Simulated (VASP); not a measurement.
# Al15N16 (a cell with a defect) in VASP: a series of runs, part 2 of 2

VASP 6.6.1. The steps go on from the part before.

**3. Single point, PBEsol, collinear spin, ferromagnetic start**

The input, INCAR:

```
PREC = Accurate ; ENCUT = 450
EDIFF = 1E-5 ; ISMEAR = 0
SIGMA = 0.03 ; LREAL = Auto
LASPH = T ; NELM = 120
ALGO = Normal ; ISIF = 2
LWAVE = F ; LCHARG = F
ISPIN = 2 ; MAGMOM = 0 0 0 0 0 0 0 0 0 0 0 0 0 0 0 0.25 0 0 0 0 0 0 0 0 0.25 0 0.25 0 0.25 0 0
LORBIT = 11 ; GGA = PS
NBANDS = 88 ; KPAR = 4
```

The input, KPOINTS:

```
regular mesh
0
Gamma
  3 3 2
```

The input, POSCAR:

```
Al15N16
1.0
    6.2200008610      0.0000000000      0.0000000000
   -3.1100004305      5.3866787572      0.0000000000
    0.0000000000      0.0000000000      9.9600000000
Al N
15 16
Direct
    0.3333333333      0.1666666667      0.5000000000
    0.3333333333      0.6666666667      0.0000000000
    0.3333333333      0.6666666667      0.5000000000
    0.8333333333      0.1666666667      0.0000000000
    0.8333333333      0.1666666667      0.5000000000
    0.8333333333      0.6666666667      0.0000000000
    0.8333333333      0.6666666667      0.5000000000
    0.1666666667      0.3333333333      0.2500000000
    0.1666666667      0.3333333333      0.7500000000
    0.1666666667      0.8333333333      0.2500000000
    0.1666666667      0.8333333333      0.7500000000
    0.6666666667      0.3333333333      0.2500000000
    0.6666666667      0.3333333333      0.7500000000
    0.6666666667      0.8333333333      0.2500000000
    0.6666666667      0.8333333333      0.7500000000
    0.3333333333      0.1666666667      0.1910000000
    0.3333333333      0.1666666667      0.6910000000
    0.3333333333      0.6666666667      0.1910000000
    0.3333333333      0.6666666667      0.6910000000
    0.8333333333      0.1666666667      0.1910000000
    0.8333333333      0.1666666667      0.6910000000
    0.8333333333      0.6666666667      0.1910000000
    0.8333333333      0.6666666667      0.6910000000
    0.1666666667      0.3333333333      0.4410000000
    0.1666666667      0.3333333333      0.9410000000
    0.1666666667      0.8333333333      0.4410000000
    0.1666666667      0.8333333333      0.9410000000
    0.6666666667      0.3333333333      0.4410000000
    0.6666666667      0.3333333333      0.9410000000
    0.6666666667      0.8333333333      0.4410000000
    0.6666666667      0.8333333333      0.9410000000
```

Potentials or basis: VASP PAW PBE potentials, release 64 (Al, N).

The run is started by

```console
cat potpaw_PBE.64/Al/POTCAR potpaw_PBE.64/N/POTCAR > POTCAR
mpirun -np 4 vasp_std > vasp.out
```

It took 4.5 min on 4 MPI ranks of Intel Xeon Platinum 8488C (Sapphire Rapids), shared host; peak memory 0.62 GiB.

It converged, with:

```
Free energy                                           : -236.3286 eV
Largest force                                         : 1.469 eV/Å
Band gap on the k mesh                                : none (metal or under the smearing width)
Net moment                                            : 1.22 μB per cell
Site moments                                          : Al +0.00, -0.00; N +0.44, -0.00, +0.01, +0.03, +0.10, +0.00 μB
Valence electrons inside the program's atomic spheres : Al 0.81; N 3.68, 3.83, 3.84, 3.67
```

Forces in eV/Å, atoms in the order of the input:
```
Al   0.000  0.000  0.217
Al   0.646  0.373  0.604
Al   0.140  0.081 -0.053
Al   0.000 -0.746  0.604
Al   0.000 -0.161 -0.053
Al  -0.646  0.373  0.604
Al  -0.140  0.081 -0.053
Al  -0.267  0.154 -0.807
Al   0.428 -0.247  0.244
Al   0.000 -0.308 -0.807
Al   0.000  0.494  0.244
Al   0.267  0.154 -0.807
Al  -0.428 -0.247  0.244
Al   0.000  0.000 -0.252
Al   0.000  0.000  0.257
N    0.000  0.000  1.469
N    0.000  0.000 -0.370
N   -0.020 -0.012  0.221
N   -0.010 -0.006 -0.174
N    0.000  0.023  0.221
N    0.000  0.012 -0.174
N    0.020 -0.012  0.221
N    0.010 -0.006 -0.174
N    0.107 -0.062  0.006
N   -1.184  0.684 -0.455
N    0.000  0.124  0.006
N    0.000 -1.367 -0.455
N   -0.107 -0.062  0.006
N    1.184  0.684 -0.455
N    0.000  0.000  0.126
N    0.000  0.000 -0.206
```

Levels at points of the mesh, in eV from the Fermi level:
Spin up:
| k point | band 59 | band 60 | band 61 | band 62 | band 63 | band 64 | band 65 | band 66 | band 67 | band 68 |
| --- | --- | --- | --- | --- | --- | --- | --- | --- | --- | --- |
| (0.00, 0.00, 0.00) | -0.68 | -0.40 | -0.40 | -0.07 | 0.17 | 0.17 | 4.17 | 5.12 | 5.17 | 5.17 |
| (0.00, 0.00, 0.50) | -0.61 | -0.61 | -0.43 | -0.43 | 0.17 | 0.17 | 4.84 | 4.88 | 4.88 | 4.92 |
Spin down:
```csv
k point,band 60,band 61,band 62,band 63,band 64,band 65
"(0.00, 0.00, 0.00)",-0.33,-0.33,0.50,0.50,0.50,4.20
"(0.00, 0.00, 0.50)",-0.34,-0.34,0.27,0.50,0.50,4.88
```

Caveat: the k mesh is coarse (spacing up to 0.39 Å⁻¹), so the values aren't converged; the PAW data sets were made with another functional, which shifts forces and pressure a little.

**4. Single point, PBEsol**

The input, INCAR:

```
PREC = Accurate ; ENCUT = 450
EDIFF = 1E-5 ; ISMEAR = 0
SIGMA = 0.03 ; LREAL = Auto
LASPH = T ; NELM = 120
ALGO = Normal ; ISIF = 2
LWAVE = F ; LCHARG = F
GGA = PS ; NBANDS = 84
LORBIT = 11 ; KPAR = 4
```

KPOINTS is that of step 3.

POSCAR is that of step 3.

The run is started by

```console
cat potpaw_PBE.64/Al/POTCAR potpaw_PBE.64/N/POTCAR > POTCAR
mpirun -np 4 vasp_std > vasp.out
```

It took 2.2 min on 4 MPI ranks of Intel Xeon Platinum 8488C (Sapphire Rapids), shared host; peak memory 0.41 GiB.

The run converged. Its results:

```
Free energy                                           : -236.1215 eV
Largest force                                         : 1.505 eV/Å
Band gap on the k mesh                                : none (metal or under the smearing width)
Valence electrons inside the program's atomic spheres : Al 0.81; N 3.68, 3.83, 3.84, 3.67
```

Forces in eV/Å, atoms in the order of the input:
```
Al   0.000  0.000  0.111
Al   0.597  0.345  0.594
Al   0.136  0.079 -0.087
Al   0.000 -0.689  0.594
Al   0.000 -0.157 -0.087
Al  -0.597  0.345  0.594
Al  -0.136  0.079 -0.087
Al  -0.086  0.050 -0.917
Al   0.446 -0.258  0.275
Al   0.000 -0.099 -0.917
Al   0.000  0.515  0.275
Al   0.086  0.050 -0.917
Al  -0.446 -0.258  0.275
Al   0.000  0.000 -0.297
Al   0.000  0.000  0.275
N    0.000  0.000  1.418
N    0.000  0.000 -0.391
N   -0.024 -0.014  0.263
N   -0.007 -0.004 -0.175
N    0.000  0.028  0.263
N    0.000  0.009 -0.175
N    0.024 -0.014  0.263
N    0.007 -0.004 -0.175
N    0.071 -0.041  0.108
N   -1.253  0.724 -0.415
N    0.000  0.081  0.108
N    0.000 -1.447 -0.415
N   -0.071 -0.041  0.108
N    1.253  0.724 -0.415
N    0.000  0.000  0.158
N    0.000  0.000 -0.208
```

Levels at points of the mesh, in eV from the Fermi level:
| k point | band 58 | band 59 | band 60 | band 61 | band 62 | band 63 | band 64 | band 65 | band 66 | band 67 |
| --- | --- | --- | --- | --- | --- | --- | --- | --- | --- | --- |
| (0.00, 0.00, 0.00) | -0.75 | -0.75 | -0.46 | -0.46 | 0.01 | 0.26 | 0.26 | 4.07 | 5.03 | 5.03 |
| (0.00, 0.00, 0.50) | -0.73 | -0.73 | -0.47 | -0.47 | -0.43 | 0.26 | 0.26 | 4.75 | 4.75 | 4.78 |

Caveat: the k mesh is coarse (spacing up to 0.39 Å⁻¹), so the values aren't converged; the PAW data sets were made with another functional, which shifts forces and pressure a little.

**5. Single point, PBEsol, collinear spin, ferromagnetic start**

The input, INCAR:

```
PREC = Accurate ; ENCUT = 450
EDIFF = 1E-5 ; ISMEAR = 0
SIGMA = 0.03 ; LREAL = Auto
LASPH = T ; NELM = 120
ALGO = All ; ISIF = 2
LWAVE = F ; LCHARG = F
ISPIN = 2 ; MAGMOM = 0 0 0 0 0 0 0 0 0 0 0 0 0 0 0 0.75 0 0 0 0 0 0 0 0 0.75 0 0.75 0 0.75 0 0
LORBIT = 11 ; GGA = PS
NBANDS = 88 ; ISYM = 0
KPAR = 4
```

KPOINTS is that of step 4.

POSCAR is that of step 4.

The run is started by

```console
cat potpaw_PBE.64/Al/POTCAR potpaw_PBE.64/N/POTCAR > POTCAR
mpirun -np 4 vasp_std > vasp.out
```

It took 3.8 min on 4 MPI ranks of Intel Xeon Platinum 8488C (Sapphire Rapids), shared host; peak memory 1.1 GiB.

The run converged. Its results:

| Property | Result |
| --- | --- |
| Free energy | -236.3455 eV |
| Largest force | 1.534 eV/Å |
| Band gap on the k mesh | none (metal or under the smearing width) |
| Net moment | 2.56 μB per cell |
| Site moments | Al +0.00, -0.00; N +0.42, +0.01, -0.00, +0.02, +0.03, +0.39, -0.01 μB |
| Valence electrons inside the program's atomic spheres | Al 0.81; N 3.69, 3.83, 3.84, 3.68 |

Forces on the atoms (eV/Å):
```
Al   0.000  0.000  0.178
Al   0.612  0.353  0.500
Al   0.105  0.060 -0.070
Al   0.000 -0.707  0.500
Al   0.000 -0.121 -0.070
Al  -0.613  0.354  0.500
Al  -0.105  0.060 -0.070
Al  -0.178  0.103 -0.881
Al   0.473 -0.273  0.287
Al   0.000 -0.206 -0.881
Al   0.000  0.546  0.287
Al   0.178  0.103 -0.881
Al  -0.473 -0.273  0.287
Al   0.000  0.000 -0.324
Al   0.000  0.000  0.326
N    0.000  0.000  1.514
N    0.000  0.000 -0.337
N   -0.014 -0.008  0.297
N   -0.035 -0.020 -0.155
N    0.000  0.016  0.297
N    0.000  0.041 -0.155
N    0.014 -0.008  0.297
N    0.035 -0.020 -0.155
N    0.087 -0.050  0.058
N   -1.259  0.727 -0.491
N    0.000  0.100  0.058
N    0.000 -1.453 -0.491
N   -0.087 -0.050  0.058
N    1.259  0.727 -0.491
N    0.000  0.000  0.181
N    0.000  0.000 -0.174
```

Levels at points of the mesh, in eV from the Fermi level:
Spin up:
```csv
k point,band 61,band 62,band 63,band 64,band 65,band 66,band 67,band 68
"(0.00, 0.00, 0.00)",-0.30,0.02,0.02,0.03,4.28,5.22,5.27,5.27
"(0.00, 0.00, 0.50)",-0.30,-0.30,0.01,0.01,4.97,4.99,4.99,5.02
```
Spin down:
```tsv
k point	band 59	band 60	band 61	band 62	band 63	band 64
(0.00, 0.00, 0.00)	-0.25	-0.16	-0.16	0.70	1.33	1.33
(0.00, 0.00, 0.50)	-0.39	-0.17	-0.17	0.46	1.33	1.33
```

Caveat: the k mesh is coarse (spacing up to 0.39 Å⁻¹), so the values aren't converged; the PAW data sets were made with another functional, which shifts forces and pressure a little.
